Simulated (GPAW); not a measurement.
# EuS (Fm-3m) in GPAW: single point with PBE

Aim: the single point of EuS with PBE.

All numbers are computed with GPAW 26.7.0; they aren't measurements. Logs are shortened: lines on timing, memory, paths and dates and some standing lists are left out, and cuts for length are marked. The log counts tension as positive stress, the text compression.

**The experiment to reproduce.**

“Crystal-field mediated electronic transitions of EuS up to 35 GPa”, 2022, pmc:8786971 reports, for a powder of EuS at 300 K: band gap 1.72 eV (optical).

How close the calculation comes is told below.

### Step 1. The crystal as given

Symmetry: Fm-3m, No. 225, cubic system. Conventional cell: a = 5.957 Å, b = 5.957 Å, c = 5.957 Å, α = 90.00°, β = 90.00°, γ = 90.00°. Eu (site symmetry m-3m) has 6 S at 2.98 Å as nearest neighbours. S (site symmetry m-3m) has 6 Eu at 2.98 Å as nearest neighbours.

### Step 2. Single point, PBE, collinear spin, ferromagnetic start

Input file run.py:

```python
from ase import Atoms
from ase.dft.bandgap import bandgap
from ase.io import write
from ase.units import GPa
from gpaw import GPAW, PW

atoms = Atoms(['Eu', 'S'],
              cell=[[0.0, 2.9785, 2.9785],
                    [2.9785, 0.0, 2.9785],
                    [2.9785, 2.9785, 0.0]],
              scaled_positions=[[0.0, 0.0, 0.0],
                                [0.5, 0.5, 0.5]],
              pbc=True)
atoms.set_initial_magnetic_moments([8.5, 0.0])

calc = GPAW(mode=PW(800),
            xc='PBE',
            kpts={'size': (8, 8, 8), 'gamma': True},
            occupations={'name': 'fermi-dirac', 'width': 0.05},
            nbands=25,
            convergence={'density': 1e-05, 'energy': 1e-05},
            maxiter=150,
            txt='gpaw.txt')
atoms.calc = calc
energy = atoms.get_potential_energy()
forces = atoms.get_forces()
stress = atoms.get_stress()
calc.write('gs.gpw')
write('result.traj', atoms)
print(f'Energy: {energy:.6f} eV')
print('Forces (eV/A):')
print(forces.round(4))
print('Stress (GPa):', (stress / GPa).round(3))
print('Moments:', calc.get_magnetic_moments().round(3))
print('Fermi level:', round(calc.get_fermi_level(), 4), 'eV')
print(f'Gap: {bandgap(calc)[0]:.4f} eV, direct: {bandgap(calc, direct=True)[0]:.4f} eV')
```

Potentials or basis: GPAW PAW data sets (gpaw-data 1.2.1), pw.

Started as:

```bash
$ OMP_NUM_THREADS=1 python run.py
```

gpaw.txt:

```text
__  _  _
 | _ |_)|_||  |
 |__||  | ||/\| - 26.7.0

Input parameters:
  mode=PW(ecut=800.0),
  convergence={'density': 1e-05, 'energy': 1e-05},
  kpts=MonkhorstPack(size=(8, 8, 8), gamma=True),
  maxiter=150,
  nbands=25,
  occupations=Occupations(name='fermi-dirac', width=0.05),
  xc=XC(name='PBE')

Diagonalizing LCAO Hamiltonian
Converting LCAO to pw mode

                S

       Eu

Atoms  # Å, Bohr magnetons
|   | symbol |        x |        y |        z |    initial magnetic moments |
|---|--------|----------|----------|----------|-----------------------------|
| 0 |     Eu | 0.000000 | 0.000000 | 0.000000 | ( 0.0000,  0.0000,  8.5000) |
| 1 |      S | 2.978500 | 2.978500 | 2.978500 | ( 0.0000,  0.0000,  0.0000) |

Unit cell  # Å
| periodic |        x |        y |        z |  lengths |    angles |
|----------|----------|----------|----------|----------|-----------|
|      yes | 0.000000 | 2.978500 | 2.978500 | 4.212235 | 60.000000 |
|      yes | 2.978500 | 0.000000 | 2.978500 | 4.212235 | 60.000000 |
|      yes | 2.978500 | 2.978500 | 0.000000 | 4.212235 | 60.000000 |

Number of symmetries: 48
Symmetry operations  # r_c * U_cc + t_c -> r_c
|    | kind |            matrix            |
|----|------|------------------------------|
|  0 |  σ   |  1, 0, 0,  1, 0,-1,  1,-1, 0 |
|  1 |  C2  |  1, 0, 0,  1,-1, 0,  1, 0,-1 |
|  2 |  E   |  1, 0, 0,  0, 1, 0,  0, 0, 1 |
|  3 |  σ   |  1, 0, 0,  0, 0, 1,  0, 1, 0 |
|  4 |  C4  |  1, 0,-1,  1, 0, 0,  1,-1, 0 |
|  5 |  S6  |  1, 0,-1,  1,-1, 0,  1, 0, 0 |
|  6 |  σ   |  1, 0,-1,  0, 1,-1,  0, 0,-1 |
|  7 |  C3  |  1, 0,-1,  0, 0,-1,  0, 1,-1 |
|  8 |  S6  |  1,-1, 0,  1, 0, 0,  1, 0,-1 |
|  9 |  C4  |  1,-1, 0,  1, 0,-1,  1, 0, 0 |
| 10 |  C3  |  1,-1, 0,  0,-1, 1,  0,-1, 0 |
| 11 |  σ   |  1,-1, 0,  0,-1, 0,  0,-1, 1 |
| 12 |  σ   |  0, 1, 0,  1, 0, 0,  0, 0, 1 |
| 13 |  C4  |  0, 1, 0,  0, 1,-1, -1, 1, 0 |
| 14 |  C3  |  0, 1, 0,  0, 0, 1,  1, 0, 0 |
| 15 |  S6  |  0, 1, 0, -1, 1, 0,  0, 1,-1 |
| 16 |  C2  |  0, 1,-1,  1, 0,-1,  0, 0,-1 |
| 17 |  σ   |  0, 1,-1,  0, 1, 0, -1, 1, 0 |
| 18 |  S4  |  0, 1,-1,  0, 0,-1,  1, 0,-1 |
| 19 |  C4  |  0, 1,-1, -1, 1, 0,  0, 1, 0 |
| 20 |  C3  |  0, 0, 1,  1, 0, 0,  0, 1, 0 |
| 21 |  σ   |  0, 0, 1,  0, 1, 0,  1, 0, 0 |
| 22 |  S6  |  0, 0, 1,  0,-1, 1, -1, 0, 1 |
| 23 |  C4  |  0, 0, 1, -1, 0, 1,  0,-1, 1 |
| 24 |  S4  |  0, 0,-1,  1, 0,-1,  0, 1,-1 |
| 25 |  C3  |  0, 0,-1,  0, 1,-1,  1, 0,-1 |
| 26 |  C2  |  0, 0,-1,  0,-1, 0, -1, 0, 0 |
| 27 |  S6  |  0, 0,-1, -1, 0, 0,  0,-1, 0 |
| 28 |  S4  |  0,-1, 1,  1,-1, 0,  0,-1, 0 |
| 29 |  C4  |  0,-1, 1,  0, 0, 1, -1, 0, 1 |
| 30 |  C2  |  0,-1, 1,  0,-1, 0,  1,-1, 0 |
| 31 |  σ   |  0,-1, 1, -1, 0, 1,  0, 0, 1 |
| 32 |  C3  |  0,-1, 0,  1,-1, 0,  0,-1, 1 |
| 33 |  S6  |  0,-1, 0,  0, 0,-1, -1, 0, 0 |
| 34 |  S4  |  0,-1, 0,  0,-1, 1,  1,-1, 0 |
| 35 |  C2  |  0,-1, 0, -1, 0, 0,  0, 0,-1 |
| 36 |  C2  | -1, 1, 0,  0, 1, 0,  0, 1,-1 |
| 37 |  S6  | -1, 1, 0,  0, 1,-1,  0, 1, 0 |
| 38 |  S4  | -1, 1, 0, -1, 0, 1, -1, 0, 0 |
| 39 |  C3  | -1, 1, 0, -1, 0, 0, -1, 0, 1 |
| 40 |  S6  | -1, 0, 1,  0, 0, 1,  0,-1, 1 |
| 41 |  C2  | -1, 0, 1,  0,-1, 1,  0, 0, 1 |
| 42 |  C3  | -1, 0, 1, -1, 1, 0, -1, 0, 0 |
| 43 |  S4  | -1, 0, 1, -1, 0, 0, -1, 1, 0 |
| 44 |  C2  | -1, 0, 0,  0, 0,-1,  0,-1, 0 |
| 45 |  i   | -1, 0, 0,  0,-1, 0,  0, 0,-1 |
| 46 |  σ   | -1, 0, 0, -1, 1, 0, -1, 0, 1 |
| 47 |  C2  | -1, 0, 0, -1, 0, 1, -1, 1, 0 |

BZ-sampling:
  Number of BZ points: 512
  Number of IBZ points: 29

  Monkhorst-Pack size: [8, 8, 8]
  Monkhorst-Pack shift: [0.0625, 0.0625, 0.0625]

K-points  # in reciprocal-cell coordinates
|     |                                coordinates |     weight |
|-----|--------------------------------------------|------------|
|   0 | (  0.00000000,   0.00000000,   0.00000000) | 0.00195312 |
|   1 | (  0.12500000,   0.12500000,   0.00000000) | 0.01171875 |
|   2 | (  0.12500000,   0.12500000,   0.12500000) | 0.01562500 |
|   3 | (  0.25000000,   0.12500000,   0.12500000) | 0.02343750 |
|   4 | (  0.25000000,   0.25000000,   0.00000000) | 0.01171875 |
|   5 | (  0.25000000,   0.25000000,   0.12500000) | 0.04687500 |
|   6 | (  0.25000000,   0.25000000,   0.25000000) | 0.01562500 |
|   7 | (  0.37500000,   0.25000000,  -0.37500000) | 0.04687500 |
|   8 | (  0.37500000,   0.25000000,   0.12500000) | 0.04687500 |
|   9 | (  0.37500000,   0.25000000,   0.25000000) | 0.04687500 |
| ... |                                            |            |
|  28 | (  0.50000000,   0.50000000,   0.50000000) | 0.00781250 |

Plane wave coefficients: 2733
Cutoff: 800.0 eV

Spin-components: 2 (collinear spins)
Bands:           25
Projectors:      13
Spin-degeneracy: 1
Datatype:        complex128

Parallelization:
  kpt:    1
  domain: 1
  band:   1

Density:
  Valence electrons: 23.0
  Components: 2
  Grid points: [28 28 28]
  Charge: 0.0  # |e|

Potential:
  Grid points: [28 28 28]

species:
  Eu:
    name:    Europium
    Z:       63.0
    valence: 17
    core:    46
    charge:  0.0  # [|e|]
    compensation charges:
      type: gauss
      rc: 0.35  # [Å]
      lmax: 2
    cutoffs:
      filter: 1.17  # [Å]
      core: 1.91  # [Å]
    projectors
    | kind |    occ | energy [eV] | rcut [Å] |
    |------|--------|-------------|----------|
    |   5s |  2.000 |     -44.666 |    1.164 |
    |   6s |  2.000 |      -3.623 |    1.164 |
    |   5p |  6.000 |     -23.775 |    1.164 |
    |   6p |  0.000 |      -1.197 |    1.164 |
    |   5d |  0.000 |      -1.557 |    1.164 |
    |   4f |  7.000 |      -2.712 |    1.164 |
    |    d |        |      25.654 |    1.164 |
    |    f |        |      24.500 |    1.164 |

    Using partial waves for Eu as LCAO basis

  S:
    name:    Sulfur
    Z:       16.0
    valence: 6
    core:    10
    charge:  0.0  # [|e|]
    compensation charges:
      type: gauss
      rc: 0.24  # [Å]
      lmax: 2
    cutoffs:
      filter: 1.77  # [Å]
      core: 1.66  # [Å]
    projectors
    | kind |    occ | energy [eV] | rcut [Å] |
    |------|--------|-------------|----------|
    |   3s |  2.000 |     -17.254 |    0.974 |
    |   3p |  4.000 |      -7.008 |    0.979 |
    |    s |        |       9.957 |    0.974 |
    |    p |        |      20.203 |    0.979 |
    |    d |        |       0.000 |    0.900 |

    Using partial waves for S as LCAO basis

Reference energy: -305938.431509  # eV

eigensolver:
  PPCG
  Converge bands: occupied
  niter=2

density mixing:
  MSR1-Mixer
  Pratt-step length: 0.05
  Maximum mixing coefficient: 0.75
  Old densities: 10
  SVD Regularization: 0.005
  Good broyden scale: 1.0
  Trust region scale: 1.0
  Backstep threshold: 4.0
  History deletion threshold: 6.0
  Fourier metric: weight=20.0, sigma=0.015

occupation numbers:
  Fermi-Dirac:
    width: 0.0500  # eV

poisson solver:
  ecut: 6400.0  # eV

xc functional:
  name: PBE with 2 nearest neighbor stencil

convergence criteria:
- Maximum integral of absolute [dens]ity change: 1e-05 electrons / valence electron
- Maximum [total energy] change in last 3 cyles: 1e-05 eV / valence electron
- Maximum integral of absolute [eigenst]ate change: 4e-08 eV^2 / valence electron
maximum number of iterations: 150

SCF iterations
|iter     | |      energy | eigst |  dens |  magmom |
|---------|-|-------------|-------|-------|---------|
|iter:   1| |  -20.168846 | -0.28 |       |  +8.1872|
|iter:   2| |  -18.474328 | -1.26 | -0.62 |  +8.0816|
|iter:   3| |  -18.326564 | -2.20 | -1.00 |  +7.9983|
|iter:   4| |  -18.340166 | -1.68 | -1.08 |  +7.6735|
|iter:   5| |  -18.389243 | -3.34 | -1.11 |  +7.4539|
|iter:   6| |  -18.353378 | -2.60 | -1.20 |  +7.1921|
|iter:   7| |  -18.347786 | -2.49 | -1.51 |  +6.9904|
|iter:   8| |  -18.347237 | -4.00 | -2.12 |  +6.9843|
|iter:   9| |  -18.348349 | -3.92 | -2.42 |  +6.9793|
|iter:  10| |  -18.348227 | -5.66 | -2.62 |  +6.9778|
|iter:  11| |  -18.347941 | -5.15 | -2.78 |  +6.9776|
|iter:  12| |  -18.347835 | -5.77 | -3.38 |  +6.9789|
|iter:  13| |  -18.347847c| -7.30 | -3.70 |  +6.9802|
|iter:  14| |  -18.347852c| -7.46c| -4.09 |  +6.9811|
|iter:  15| |  -18.347852c| -8.34c| -5.00c|  +6.9812|

Converged in 15 steps
Energy contributions relative to reference atoms: (reference = -305938.431509)

Energy contributions:
  Kinetic:          15.353055
  Coulomb:         -14.767117
  Zero:              0.148325
  External:          0.000000
  Xc:              -19.077025
  Entropy:          -0.010181
  Spinorbit:         0.000000
  ----------------------------
  Free energy:     -18.352942
  Extrapolated:    -18.347852

dipole moment: (-33.022462, -33.022462, -33.022462)  # |e|*Ang

Total magnetic moment: (0.000000, 0.000000, 6.981158)

Local magnetic moments
|        x |        y |         z |
|----------|----------|-----------|
| 0.000000 | 0.000000 |  6.614609 |  # Eu   0
| 0.000000 | 0.000000 | -0.058215 |  # S    1

Fermi level: 8.066
Eigenvalues  # (at kpt = [0.000, 0.000, 0.000])
| band index |      eig [eV] | occ [0-1] |      eig [eV] | occ [0-1] |
|------------|---------------|-----------|---------------|-----------|
|          0 |       -33.409 |     1.000 |       -30.321 |     1.000 |
|        ... |               |           |               |           |
|          2 |       -12.126 |     1.000 |        -9.822 |     1.000 |
|          3 |       -12.126 |     1.000 |        -9.822 |     1.000 |
|          4 |        -5.428 |     1.000 |        -5.420 |     1.000 |
|          5 |         5.288 |     1.000 |         5.436 |     1.000 |
|          6 |         5.288 |     1.000 |         5.436 |     1.000 |
|          7 |         5.288 |     1.000 |         5.436 |     1.000 |
[... 8 lines left out ...]
|         16 |         9.149 |     0.000 |        12.537 |     0.000 |
|         17 |         9.149 |     0.000 |        12.537 |     0.000 |
|        ... |               |           |               |           |
|         24 |        20.566 |     0.000 |        21.306 |     0.000 |

No gap
No difference between direct/indirect transitions

Forces  # eV/Ang
|       x |       y |       z |
|---------|---------|---------|
| 0.00000 | 0.00000 | 0.00000 |  # Eu   0
| 0.00000 | 0.00000 | 0.00000 |  # S    1

Stress tensor  # eV/Ang^3
|        x |         y |         z |
|----------|-----------|-----------|
| 0.015041 |  0.000000 |  0.000000 |
| 0.000000 |  0.015041 | -0.000000 |
| 0.000000 | -0.000000 |  0.015041 |

# Writing to gs.gpw (mode='')
```

Run time: 2.2 min. Hardware: 1 thread of Arm Neoverse V1, shared host; peak memory 0.28 GiB.

What came out:

- Free energy: -18.3529 eV
- Pressure: -2.4 GPa
- Band gap on the k mesh: none (metal or under the smearing width)
- Net moment: 6.98 μB per cell
- Site moments: Eu +6.61; S -0.06 μB

Levels at points of the mesh, in eV from the Fermi level:
Spin up:
```csv
k point,band 13,band 14,band 15,band 16,band 17,band 18
"(0.00, 0.00, 0.00)",0.02,0.02,0.02,0.80,1.08,1.08
"(0.50, 0.50, 0.00)",-0.33,-0.31,-0.12,-0.12,3.09,3.23
"(0.50, 0.50, 0.50)",-0.32,-0.30,-0.27,2.92,3.23,3.66
```
Spin down:
```
           k point  band 4  band 5  band 6  band 7  band 8  band 9  band 10  band 11  band 12  band 13
(0.00, 0.00, 0.00)  -17.89  -13.49   -2.63   -2.63   -2.63    1.40     1.84     1.84     1.84     2.72
(0.50, 0.50, 0.00)  -18.01  -13.15   -3.77   -2.98   -2.98   -0.16     3.90     3.95     4.15     4.24
(0.50, 0.50, 0.50)  -17.92  -12.53   -5.15   -3.76   -3.76    2.82     4.00     4.00     4.03     4.31
```

Caveat: one-centre terms of the f shell are cut off; spin-orbit coupling is left out, which moves the levels of the heavy elements; a cell with one magnetic atom can't hold antiferromagnetic order, which such compounds often take; without U or exact exchange the open f shell lies at the Fermi level, which spoils levels, moments and volumes.

### Step 3. Against experiment

Step 2. Against the measured gap of EuS, 1.72 eV (optical; 300 K; powder; “Crystal-field mediated electronic transitions of EuS up to 35 GPa”, 2022, pmc:8786971), the calculated 0.00 eV is off by -1.72 eV. So large a miss can be the level of theory's own, or it may mean another phase, state or a wrong row. Spin-orbit coupling on Eu is left out. The value is that of PBE on a finite k mesh, which can miss the band edges, without temperature or zero-point motion. Semilocal functionals fall short of measured gaps as a rule. The run's magnetic order (collinear spin, ferromagnetic start) needn't be the measured crystal's.
